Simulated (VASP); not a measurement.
# CaS (Fm-3m) in VASP: further runs

One crystal, CaS, is run at these levels: PBE; tasks: electric field gradients.

Everything below comes from runs of VASP 6.6.1. Logs are shortened: lines on timing, memory, paths and dates and some standing lists are left out, and cuts for length are marked.

### Step 1. The cell of the first run

Symmetry: Fm-3m, No. 225, cubic system. Conventional cell: a = 5.638 Å, b = 5.638 Å, c = 5.638 Å, α = 90.00°, β = 90.00°, γ = 90.00°. Ca (site symmetry m-3m) is surrounded by 6 S at 2.82 Å. S (site symmetry m-3m) has 6 Ca at 2.82 Å as nearest neighbours.

### Step 2. Electric field gradients, PBE (volume scaled by 0.975)

File INCAR:

```
SYSTEM = CaS
  PREC = Accurate
  ENCUT = 520
  EDIFF = 1E-8
  ISMEAR = -1
  SIGMA = 0.01
  LREAL = .FALSE.
  LASPH = .TRUE.
  NELM = 60
  ALGO = Normal
  ISIF = 2
  LWAVE = .FALSE.
  LCHARG = .FALSE.
  GGA = PE
  LEFG = .TRUE.
  NBANDS = 15
```

File KPOINTS:

```
Automatic mesh
0
G
  7 7 7
  0 0 0
```

File POSCAR:

```
CaS
1.0
    0.0000000000      2.8191081141      2.8191081141
    2.8191081141      0.0000000000      2.8191081141
    2.8191081141      2.8191081141      0.0000000000
Ca S
1 1
Direct
    0.0000000000      0.0000000000      0.0000000000
    0.5000000000      0.5000000000      0.5000000000
```

Potentials or basis: VASP PAW PBE potentials, release 64 (Ca_sv, S).

The run is started by

```console
$ cat potpaw_PBE.64/Ca_sv/POTCAR potpaw_PBE.64/S/POTCAR > POTCAR
$ mpirun -np 1 vasp_std > vasp.out
```

OUTCAR:

```text
SYSTEM = CaS
   PREC = Accurate
   ENCUT = 520
   EDIFF = 1E-8
   ISMEAR = -1
   LREAL = .FALSE.
   LASPH = .TRUE.
   NELM = 60
   ISIF = 2
   GGA = PE

 ion  position               nearest neighbor table
   1  0.000  0.000  0.000-   2 2.82   2 2.82   2 2.82   2 2.82   2 2.82   2 2.82
   2  0.500  0.500  0.500-   1 2.82   1 2.82   1 2.82   1 2.82   1 2.82   1 2.82

  LATTYP: Found a face centered cubic cell.
 ALAT       =     5.6382162282

  Lattice vectors:

 A1 = (   0.0000000000,   2.8191081141,   2.8191081141)
 A2 = (   2.8191081141,   0.0000000000,   2.8191081141)
 A3 = (   2.8191081141,   2.8191081141,   0.0000000000)

Analysis of symmetry for initial positions (statically):
=====================================================================
 Subroutine PRICEL returns:
 Original cell was already a primitive cell.

 Routine SETGRP: Setting up the symmetry group for a
 face centered cubic supercell.

 Subroutine GETGRP returns: Found 48 space group operations
 (whereof 48 operations were pure point group operations)
 out of a pool of 48 trial point group operations.

The static configuration has the point symmetry O_h .

Analysis of symmetry for dynamics (positions and initial velocities):
=====================================================================
 Subroutine PRICEL returns:
 Original cell was already a primitive cell.

 Routine SETGRP: Setting up the symmetry group for a
 face centered cubic supercell.

 Subroutine GETGRP returns: Found 48 space group operations
 (whereof 48 operations were pure point group operations)
 out of a pool of 48 trial point group operations.

The dynamic configuration has the point symmetry O_h .

 Subroutine INISYM returns: Found 48 space group operations
 (whereof 48 operations are pure point group operations),
 and found     1 'primitive' translations

----------------------------------------------------------------------------------------

                                     Primitive cell

  volume of cell :      44.8090

  direct lattice vectors                    reciprocal lattice vectors
     0.000000000  2.819108114  2.819108114    -0.177361059  0.177361059  0.177361059
     2.819108114  0.000000000  2.819108114     0.177361059 -0.177361059  0.177361059
[... 133 lines left out ...]
 fundamental gap:      2.3541773281
 Fermi energy:         3.1886147165

 k-point     1 :       0.0000    0.0000    0.0000
  band No.  band energies     occupation
      1     -36.1495      2.00000
      2     -17.1334      2.00000
      3     -17.1334      2.00000
      4     -17.1334      2.00000
      5      -8.4815      2.00000
      6       2.9454      2.00000
      7       2.9454      2.00000
      8       2.9454      2.00000
      9       7.1031      0.00000
     10       7.1031      0.00000
     11       7.1031      0.00000
     12       7.2841      0.00000
     13       7.7234      0.00000
     14       7.7234      0.00000
[... 329 lines left out ...]
      2     -17.2379      2.00000
      3     -17.2362      2.00000
      4     -17.1842      2.00000
      5      -7.6891      2.00000
      6       0.9227      2.00000
      7       1.0107      2.00000
      8       1.6095      2.00000
      9       7.3658      0.00000
     10       8.3524      0.00000
     11       9.2332      0.00000
     12       9.5970      0.00000
     13       9.7655      0.00000
     14      11.8920      0.00000
     15      13.0935      0.00000

------------------------ aborting loop because EDIFF is reached ----------------------------------------

  FORCE on cell =-STRESS in cart. coord.  units (eV):
  Direction    XX          YY          ZZ          XY          YZ          ZX
  --------------------------------------------------------------------------------------
  -------------------------------------------------------------------------------------
  Total        0.7217379      0.7217379      0.7217379      0.0000000      0.0000000     -0.0000000
  in kB       25.8062514     25.8062514     25.8062514      0.0000000      0.0000000     -0.0000000
  external PRESSURE =      25.8062514 kB  Pullay stress =       0.0000000 kB

 VOLUME and BASIS-vectors are now :
 -----------------------------------------------------------------------------
  energy-cutoff  :      520.00
  volume of cell :       44.81
      direct lattice vectors                 reciprocal lattice vectors
     0.000000000  2.819108114  2.819108114    -0.177361059  0.177361059  0.177361059
     2.819108114  0.000000000  2.819108114     0.177361059 -0.177361059  0.177361059
     2.819108114  2.819108114  0.000000000     0.177361059  0.177361059 -0.177361059

 POSITION                                       TOTAL-FORCE (eV/Angst)
 -----------------------------------------------------------------------------------
      0.00000      0.00000      0.00000        -0.000000      0.000000     -0.000000
      2.81911      2.81911      2.81911         0.000000     -0.000000      0.000000
 -----------------------------------------------------------------------------------
    total drift:                               -0.000000      0.000000      0.000000

  FREE ENERGIE OF THE ION-ELECTRON SYSTEM (eV)
  ---------------------------------------------------
  free  energy   TOTEN  =       -10.3497191014 eV

  energy  without entropy=      -10.3497191014  energy(sigma->0) =      -10.34971910

 Electric field gradients (V/A^2)
---------------------------------------------------------------------
 ion       V_xx      V_yy      V_zz      V_xy      V_xz      V_yz
---------------------------------------------------------------------
   1       0.000    -0.000    -0.000     0.001     0.001     0.001
   2      -0.000    -0.000    -0.000    -0.000    -0.000    -0.000
---------------------------------------------------------------------

 Electric field gradients after diagonalization (V/A^2)
 (convention: |V_zz| > |V_xx| > |V_yy|)
----------------------------------------------------------------------
 ion       V_xx      V_yy      V_zz     asymmetry (V_yy - V_xx)/ V_zz
----------------------------------------------------------------------
   1      -0.001    -0.001     0.001       0.000
   2       0.000     0.000    -0.001       0.000
----------------------------------------------------------------------

           NMR quadrupolar parameters

 Cq : quadrupolar parameter    Cq=e*Q*V_zz/h
 eta: asymmetry parameters     (V_yy - V_xx)/ V_zz
 Q  : nuclear electric quadrupole moment in mb (millibarn)
----------------------------------------------------------------------
 ion       Cq(MHz)       eta       Q (mb)
----------------------------------------------------------------------
   1       0.000       0.000       1.000
   2      -0.000       0.000       1.000
----------------------------------------------------------------------
```

OSZICAR:

```text
N       E                     dE             d eps       ncg     rms          rms(c)
DAV:   1     0.112559510162E+03    0.11256E+03   -0.77102E+03   600   0.101E+03
DAV:   2    -0.584391682175E+01   -0.11840E+03   -0.11205E+03   747   0.255E+02
DAV:   3    -0.104161398422E+02   -0.45722E+01   -0.45308E+01   812   0.490E+01
DAV:   4    -0.105987086474E+02   -0.18257E+00   -0.18246E+00   871   0.844E+00
DAV:   5    -0.106004912848E+02   -0.17826E-02   -0.17825E-02   819   0.861E-01    0.508E+00
DAV:   6    -0.103528162319E+02    0.24768E+00   -0.37424E-01   705   0.318E+00    0.343E+00
DAV:   7    -0.103435995787E+02    0.92167E-02   -0.10721E-01   787   0.205E+00    0.181E+00
DAV:   8    -0.103498647105E+02   -0.62651E-02   -0.18754E-02   691   0.116E+00    0.296E-01
DAV:   9    -0.103494537716E+02    0.41094E-03   -0.10489E-03   740   0.325E-01    0.753E-02
DAV:  10    -0.103496766277E+02   -0.22286E-03   -0.27732E-04   737   0.120E-01    0.269E-02
DAV:  11    -0.103497197447E+02   -0.43117E-04   -0.72559E-05   691   0.722E-02    0.244E-02
DAV:  12    -0.103497192616E+02    0.48311E-06   -0.37299E-06   792   0.135E-02    0.770E-03
DAV:  13    -0.103497191633E+02    0.98291E-07   -0.55529E-07   705   0.504E-03    0.573E-04
DAV:  14    -0.103497190659E+02    0.97460E-07   -0.24928E-08   775   0.144E-03    0.125E-03
DAV:  15    -0.103497191034E+02   -0.37567E-07   -0.31773E-09   419   0.560E-04    0.284E-04
DAV:  16    -0.103497191014E+02    0.20329E-08   -0.11839E-09   398   0.220E-04
   1 F= -.10349719E+02 E0= -.10349719E+02  d E =-.121785E-12
```

Run time: 10 s. Hardware: 1 thread of AMD EPYC 9R45 (Zen 5), shared host; peak memory 0.13 GiB.

What came out:

* Free energy: -10.3497 eV
* Pressure: 2.6 GPa
* Band gap on the k mesh: 2.35 eV, indirect (least direct gap 3.16 eV)

Levels at points of the mesh, in eV from the valence-band top:
| k point | band 5 | band 6 | band 7 | band 8 | band 9 | band 10 | band 11 | band 12 |
| --- | --- | --- | --- | --- | --- | --- | --- | --- |
| (0.00, 0.00, 0.00) | -11.43 | 0.00 | 0.00 | 0.00 | 4.16 | 4.16 | 4.16 | 4.34 |

Electric field gradients, principal values (V/Å²):
| atom | Vxx | Vyy | Vzz |
| --- | --- | --- | --- |
| 1 Ca | -0.001 | -0.001 | 0.001 |
| 2 S | 0.000 | 0.000 | -0.001 |

Caveat: an odd mesh through Γ misses points on the zone boundary, where band edges often lie.

### Step 3. Electric field gradients, PBE (volume scaled by 1.05)

File INCAR:

```
PREC     = Accurate       # precision mode
ENCUT    = 520            # plane-wave cutoff, eV
EDIFF    = 1E-8           # SCF threshold, eV
ISMEAR   = -1             # smearing method
SIGMA    = 0.01           # smearing width, eV
LREAL    = False          # projectors in reciprocal space
LASPH    = True           # aspherical terms in the spheres
NELM     = 60             # most SCF steps
ALGO     = Normal         # electronic algorithm
ISIF     = 2              # what is computed and relaxed
LWAVE    = False          # write WAVECAR
LCHARG   = False          # write CHGCAR
GGA      = PE             # functional
LEFG     = True         
NBANDS   = 15             # bands
```

File KPOINTS:

```
Automatic mesh
0
Gamma
  7 7 7
```

File POSCAR:

```
CaS
1.0
    0.0000000000      2.8896148424      2.8896148424
    2.8896148424      0.0000000000      2.8896148424
    2.8896148424      2.8896148424      0.0000000000
Ca S
1 1
Direct
    0.0000000000      0.0000000000      0.0000000000
    0.5000000000      0.5000000000      0.5000000000
```

Potentials or basis: VASP PAW PBE potentials, release 64 (Ca_sv, S).

The run is started by

```console
$ cat potpaw_PBE.64/Ca_sv/POTCAR potpaw_PBE.64/S/POTCAR > POTCAR
$ mpirun -np 1 vasp_std > vasp.out
```

OUTCAR:

```text
PREC = Accurate
   ENCUT = 520
   EDIFF = 1E-8
   ISMEAR = -1
   LREAL = False
   LASPH = True
   NELM = 60
   ISIF = 2
   GGA = PE

 ion  position               nearest neighbor table
   1  0.000  0.000  0.000-   2 2.89   2 2.89   2 2.89   2 2.89   2 2.89   2 2.89
   2  0.500  0.500  0.500-   1 2.89   1 2.89   1 2.89   1 2.89   1 2.89   1 2.89

  LATTYP: Found a face centered cubic cell.
 ALAT       =     5.7792296848

  Lattice vectors:

 A1 = (   0.0000000000,   2.8896148424,   2.8896148424)
 A2 = (   2.8896148424,   0.0000000000,   2.8896148424)
 A3 = (   2.8896148424,   2.8896148424,   0.0000000000)

Analysis of symmetry for initial positions (statically):
=====================================================================
 Subroutine PRICEL returns:
 Original cell was already a primitive cell.

 Routine SETGRP: Setting up the symmetry group for a
 face centered cubic supercell.

 Subroutine GETGRP returns: Found 48 space group operations
 (whereof 48 operations were pure point group operations)
 out of a pool of 48 trial point group operations.

The static configuration has the point symmetry O_h .

Analysis of symmetry for dynamics (positions and initial velocities):
=====================================================================
 Subroutine PRICEL returns:
 Original cell was already a primitive cell.

 Routine SETGRP: Setting up the symmetry group for a
 face centered cubic supercell.

 Subroutine GETGRP returns: Found 48 space group operations
 (whereof 48 operations were pure point group operations)
 out of a pool of 48 trial point group operations.

The dynamic configuration has the point symmetry O_h .

 Subroutine INISYM returns: Found 48 space group operations
 (whereof 48 operations are pure point group operations),
 and found     1 'primitive' translations

----------------------------------------------------------------------------------------

                                     Primitive cell

  volume of cell :      48.2558

  direct lattice vectors                    reciprocal lattice vectors
     0.000000000  2.889614842  2.889614842    -0.173033441  0.173033441  0.173033441
     2.889614842  0.000000000  2.889614842     0.173033441 -0.173033441  0.173033441
     2.889614842  2.889614842  0.000000000     0.173033441  0.173033441 -0.173033441

  length of vectors
     4.086532500  4.086532500  4.086532500     0.299702712  0.299702712  0.299702712

  position of ions in fractional coordinates (direct lattice)
     0.000000000  0.000000000  0.000000000
     0.500000000  0.500000000  0.500000000

  ion indices of the primitive-cell ions
   primitive index   ion index
                 1           1
                 2           2

----------------------------------------------------------------------------------------

 KPOINTS: Automatic mesh

[... 78 lines left out ...]
   EFERMI_NEDOS =   21; number of points for ismear=-14 and -15
   IALGO  =     38    algorithm
   IMIX   =      4    mixing-type and parameters
     AMIX     =   0.40;   BMIX     =  1.00
     AMIX_MAG =   1.60;   BMIX_MAG =  1.00
  volume/ion in A,a.u.               =      24.13       162.82
  Fermi-wavevector in a.u.,A,eV,Ry     =   1.133091  2.141232 17.468461  1.283896
  Thomas-Fermi vector in A             =   2.269793
   LORBIT       =      0    0 simple, 1 ext, 2 COOP (PROOUT), +10 PAW based schemes
   GGA     = PE    functional components
   LHFCALC =     F    Hartree Fock is set to
   AEXX    =    0.0000 exact exchange contribution
   IVDW    =     0    specifies the selected vdW correction
   LEPSILON=     F    determine dielectric tensor
   LRPA    =     F    only Hartree local field effects (RPA)
 non-spin polarized calculation
  energy-cutoff  :      520.00
  volume of cell :       48.26
 maximum number of plane-waves:      1313
   NGX = 15   NGY = 15   NGZ = 15

 number of electron      16.0000000 magnetization

 Free energy of the ion-electron system (eV)
  ---------------------------------------------------
  ext. energy  EPLUGINS =         0.00000000
  ---------------------------------------------------
  free energy    TOTEN  =       -10.35704597 eV

  energy without entropy =      -10.35704597  energy(sigma->0) =      -10.35704597

 E-fermi :   2.7188     XC(G=0):  -9.1269

 val. band max:        2.4237853541   @ k =   0.0000   0.0000   0.0000
 cond. band min:       4.9364775094   @ k =   0.4286   0.4286   0.0000
 fundamental gap:      2.5126921553
 Fermi energy:         2.7188498603

 k-point     1 :       0.0000    0.0000    0.0000
  band No.  band energies     occupation
      1     -36.9310      2.00000
      2     -17.9052      2.00000
      3     -17.9052      2.00000
      4     -17.9052      2.00000
      5      -8.7609      2.00000
      6       2.4238      2.00000
      7       2.4238      2.00000
      8       2.4238      2.00000
      9       6.3031      0.00000
     10       6.5880      0.00000
     11       6.5880      0.00000
     12       6.5880      0.00000
     13       7.1442      0.00000
     14       7.1442      0.00000
[... 329 lines left out ...]
      2     -17.9804      2.00000
      3     -17.9801      2.00000
      4     -17.9422      2.00000
      5      -8.0842      2.00000
      6       0.5658      2.00000
      7       0.6318      2.00000
      8       1.2122      2.00000
      9       6.8004      0.00000
     10       7.6924      0.00000
     11       8.4573      0.00000
     12       8.7525      0.00000
     13       8.9506      0.00000
     14      10.8474      0.00000
     15      12.0398      0.00000

------------------------ aborting loop because EDIFF is reached ----------------------------------------

  FORCE on cell =-STRESS in cart. coord.  units (eV):
  Direction    XX          YY          ZZ          XY          YZ          ZX
  --------------------------------------------------------------------------------------
  -------------------------------------------------------------------------------------
  Total       -0.5233692     -0.5233692     -0.5233692     -0.0000000      0.0000000     -0.0000000
  in kB      -17.3767640    -17.3767640    -17.3767640     -0.0000000      0.0000000     -0.0000000
  external PRESSURE =     -17.3767640 kB  Pullay stress =       0.0000000 kB

 VOLUME and BASIS-vectors are now :
 -----------------------------------------------------------------------------
  energy-cutoff  :      520.00
  volume of cell :       48.26
      direct lattice vectors                 reciprocal lattice vectors
     0.000000000  2.889614842  2.889614842    -0.173033441  0.173033441  0.173033441
     2.889614842  0.000000000  2.889614842     0.173033441 -0.173033441  0.173033441
     2.889614842  2.889614842  0.000000000     0.173033441  0.173033441 -0.173033441

 POSITION                                       TOTAL-FORCE (eV/Angst)
 -----------------------------------------------------------------------------------
      0.00000      0.00000      0.00000        -0.000000      0.000000      0.000000
      2.88961      2.88961      2.88961         0.000000     -0.000000     -0.000000
 -----------------------------------------------------------------------------------
    total drift:                               -0.000000      0.000000      0.000000

  FREE ENERGIE OF THE ION-ELECTRON SYSTEM (eV)
  ---------------------------------------------------
  free  energy   TOTEN  =       -10.3570459670 eV

  energy  without entropy=      -10.3570459670  energy(sigma->0) =      -10.35704597

 Electric field gradients (V/A^2)
---------------------------------------------------------------------
 ion       V_xx      V_yy      V_zz      V_xy      V_xz      V_yz
---------------------------------------------------------------------
   1      -0.000    -0.000    -0.000     0.000     0.000     0.000
   2       0.000    -0.000    -0.000    -0.000    -0.000    -0.000
---------------------------------------------------------------------

 Electric field gradients after diagonalization (V/A^2)
 (convention: |V_zz| > |V_xx| > |V_yy|)
----------------------------------------------------------------------
 ion       V_xx      V_yy      V_zz     asymmetry (V_yy - V_xx)/ V_zz
----------------------------------------------------------------------
   1      -0.000    -0.000     0.001       0.000
   2       0.000     0.000    -0.000       0.000
----------------------------------------------------------------------

           NMR quadrupolar parameters

 Cq : quadrupolar parameter    Cq=e*Q*V_zz/h
 eta: asymmetry parameters     (V_yy - V_xx)/ V_zz
 Q  : nuclear electric quadrupole moment in mb (millibarn)
----------------------------------------------------------------------
 ion       Cq(MHz)       eta       Q (mb)
----------------------------------------------------------------------
   1       0.000       0.000       1.000
   2      -0.000       0.000       1.000
----------------------------------------------------------------------
```

It took 11 s on 1 thread of AMD EPYC 9R45 (Zen 5), shared host; peak memory 0.14 GiB.

What came out:

```yaml
Free_energy: -10.3570 eV
Pressure: -1.7 GPa
Band_gap_on_the_k_mesh: 2.51 eV, indirect (least direct gap 3.27 eV)
```

Electric field gradients, principal values (V/Å²):
```tsv
atom	Vxx	Vyy	Vzz
1 Ca	0.000	0.000	0.001
2 S	0.000	0.000	0.000
```

Caveat: an odd mesh through Γ misses points on the zone boundary, where band edges often lie.

(Part 1 of 2 ends here.)
